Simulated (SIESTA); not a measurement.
**PbSe (Clausthalite): single point with PBE**

**Experimental background.**

A printed reference work, monograph reports, for a bulk crystal of PbSe at 300 K: band gap 0.28 eV (direct).

Crystal: PbSe (Clausthalite).

```
CELL_PARAMETERS angstrom
0.00000 3.06065 3.06065
3.06065 0.00000 3.06065
3.06065 3.06065 0.00000
ATOMIC_POSITIONS crystal
Pb 0.00000 0.00000 0.00000
Se 0.50000 0.50000 0.50000
```

```
Program             : SIESTA 5.4.2
Task                : single point
Functional          : PBE
Potentials or basis : PseudoDojo 0.4 standard (PBE files)
Basis               : DZP (energy shift 0.003 Ry; two zetas on semicore shells)
Grid cutoff         : 500 Ry
Energy shift        : 0.003 Ry
k mesh              : 8 × 8 × 8
Occupations         : fermi-dirac, width 0.05 eV
Spin                : no spin polarisation
```

The pressure is 3.8 GPa and the band gap on the k mesh is 0.36 eV, direct.

Run time: 33 s on 1 thread of Arm Neoverse V2, with other jobs on the host, peak memory 0.23 GiB.

A measured gap of PbSe is 0.28 eV (direct; 300 K; a printed reference work, monograph); the calculated 0.36 eV misses it by +0.08 eV. 2 values of this kind are on record (0.15 to 0.28 eV); this one was drawn at random. Spin-orbit coupling on Pb, Se is left out. The value is that of PBE in an atomic basis (PseudoDojo 0.4 standard (PBE files), DZP (energy shift 0.003 Ry; two zetas on semicore shells)), whose error adds to the functional's, on a finite k mesh, which can miss the band edges, without temperature or zero-point motion.

Caveat: spin-orbit coupling is left out, which as a rule narrows the gap of such compounds by several tenths of an eV; the basis of atomic orbitals isn't converged, which shifts pressures, moduli and gaps.
